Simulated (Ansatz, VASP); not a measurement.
**HfO2 in VASP and in Ansatz**

```
CELL_PARAMETERS angstrom
0.20520 2.60616 2.60616
2.60616 0.20520 2.60616
2.60616 2.60616 0.20520
ATOMIC_POSITIONS crystal
Hf 0.00000 0.00000 0.00000
O 0.25000 0.25000 0.25000
O 0.75000 0.75000 0.75000
```

Alike in both runs: task single point; functional PBEsol; k mesh 8 × 8 × 8; occupations gaussian, width 0.05 eV; no spin polarisation.

|  | VASP | Ansatz |
| --- | --- | --- |
| version | VASP 6.6.1 | Ansatz 0.2.0 |
| potentials or method | VASP PAW PBE potentials, release 64 (Hf_pv, O) | scalar-relativistic, plane waves, PAW |
| plane-wave cutoff (eV) | 520 | 520 |
| valence electrons in the cell | 22 | 38 |

VASP gave:

```
gap on the k mesh at the Fermi level (eV)       : 3.91
least direct gap on the mesh (eV)               : 3.91
pressure (GPa)                                  : 8.0
largest component of the traceless stress (GPa) : 6.24
rms of the force components (eV/Å)              : 0.359
```

Task: Estimate Ansatz's values.

Result: gap on the k mesh at the Fermi level (eV): 3.88; least direct gap on the mesh (eV): 3.88; pressure (GPa): 12.0; largest component of the traceless stress (GPa): 6.51; rms of the force components (eV/Å): 0.397.

Atom by atom the forces differ by 0.038 eV/Å (rms over components). One of these differences is far larger than is usual between the two programs; its cause wasn't traced. The functional is the same, so the differences come from potentials, cutoffs and numerics. The two sets of potentials don't hold the same shells in valence. Ansatz warned: «pseudo_functional_mismatch».

Caveats: the PAW data sets were made with another functional, which shifts forces and pressure a little (VASP); spin-orbit coupling is left out, which moves the levels of the heavy elements. A k mesh can miss the band edges.
